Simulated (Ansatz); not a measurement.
Runs of Ansatz 0.2.0 on Sb. Symmetry: Im-3m, No. 229, cubic system. The conventional cell has a = 3.743 Å, b = 3.743 Å, c = 3.743 Å, α = 90.00°, β = 90.00°, γ = 90.00°. Around Sb (site symmetry m-3m) lie 8 Sb at 3.24 Å. This isn't the form of Sb at room conditions, which is rhombohedral.

```tsv
task	level	spin	cell	k mesh	cutoff (eV)	points for each segment of the path	gap on the mesh (eV)	pressure (GPa)	relaxed volume (Å³/atom)
band structure	HSE03	off	as given	5 × 5 × 5	420	4	none	-0.6	-
single point	PBE0	SOC, no magnetisation	as given	4 × 4 × 4	420	-	none	(b)	-
relaxation of cell and atoms	HSE06	off	relaxed	5 × 5 × 5	420	-	none	0.0	25.86
relaxation of cell and atoms	HSE03	off	relaxed	5 × 5 × 5	420	-	none	0.0	(a)
relaxation of cell and atoms	B3LYP	off	relaxed	5 × 5 × 5	420	-	none	0.0	28.27
single point	r2SCANh	off	as given	5 × 5 × 5	500	-	none	1.1	-
single point	HF	off	as given	5 × 5 × 5	420	-	none	5.3	-
single point	B3LYP	off	as given	5 × 5 × 5	420	-	none	5.3	-
single point	PBEsol0	off	as given	5 × 5 × 5	420	-	none	-4.1	-
relaxation of cell and atoms	PBEsol0	off	relaxed	5 × 5 × 5	420	-	none	0.0	24.84
relaxation of cell and atoms	HF	off	relaxed	5 × 5 × 5	420	-	none	0.0	27.99
relaxation of cell and atoms	HSEsol	off	relaxed	5 × 5 × 5	420	-	none	0.0	25.16
```

Alike in all rows: potentials or basis Ansatz PAW; smearing fermi-dirac 0.05 eV; the mesh is coarse, so values aren't converged.

Task: Fill in the values left out.

Result: (a) 25.99; (b) -2.7.

Caveats: all runs use coarse meshes; the PAW data sets come from PBE, with cores solved anew for the run's functional, which leaves a small shift of forces and pressure; the thresholds are loose for stress (some runs); the plane-wave basis is chosen anew once the cell has moved, so the energies of steps on either side of that aren't comparable (some runs); spin-orbit coupling is left out, which moves the levels of the heavy elements (some runs).

A k mesh can miss the band edges, and rows without SOC leave out spin-orbit coupling on Sb.

A gap of «none» marks a metal or a gap under the smearing width.
